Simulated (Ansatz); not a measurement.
ZrO₂ (fluorite)

```yaml
crystal:
  lattice:
    - [0.00000, 5.08933, 5.08933]
    - [2.54467, 0.00000, 2.54467]
    - [2.54467, 2.54467, 0.00000]
  atoms:
    - { symbol: Zr, position: [0.00000, 0.00000, 0.00000] }
    - { symbol: Zr, position: [0.50000, 0.00000, 0.00000] }
    - { symbol: O, position: [0.12500, 0.25000, 0.25000] }
    - { symbol: O, position: [0.62500, 0.25000, 0.25000] }
    - { symbol: O, position: [0.37500, 0.75000, 0.75000] }
    - { symbol: O, position: [0.87500, 0.75000, 0.75000] }
```

The atoms are displaced by Q × the pattern below (from a DFPT mode at L = (0.5, 0.0, 0.0), largest move 1; Q in Å), at fixed cell. (q is in reciprocal vectors of the primitive cell; the cell shown is doubled to hold the pattern.)

```csv
atom,x,y,z
Zr1,0.577,-0.577,-0.577
Zr2,-0.577,0.577,0.577
O3,0.424,-0.424,-0.424
O4,-0.424,0.424,0.424
O5,-0.424,0.424,0.424
O6,0.424,-0.424,-0.424
```

Method: r2SCAN (plane waves to 500 eV, PAW, scalar-relativistic; Ansatz, a quantum-chemistry and plane-wave program). k mesh 11×11×11 (Γ-centred), Fermi-Dirac smearing 0.05 eV. Left out: 4 of 13 points, with atoms too close for the PAW data. This is a high-temperature form of ZrO2. ZrO2 is run without spin polarisation. ZrO2 was relaxed with its symmetry unable to fall. 

```tsv
Q (Å)	−dE/dQ from forces (eV/Å)
-0.187	15.701
-0.140	9.702
-0.093	5.528
-0.047	2.491
0.000	0.000
0.047	-2.491
0.093	-5.528
0.140	-9.702
0.187	-15.701
```

**Question.** What harmonic wavenumber does the curvature at Q = 0 give?

**Answer.** 254 cm⁻¹. E″ = 51.43 eV/Å², M = Σ mᵢ|uᵢ|² = 217.0 u, ν̃ = 521.5·√(|E″|/M).

(A displaced cell: forces are minus the slopes of the energy, force constants its curvatures, and phonons follow from these.)
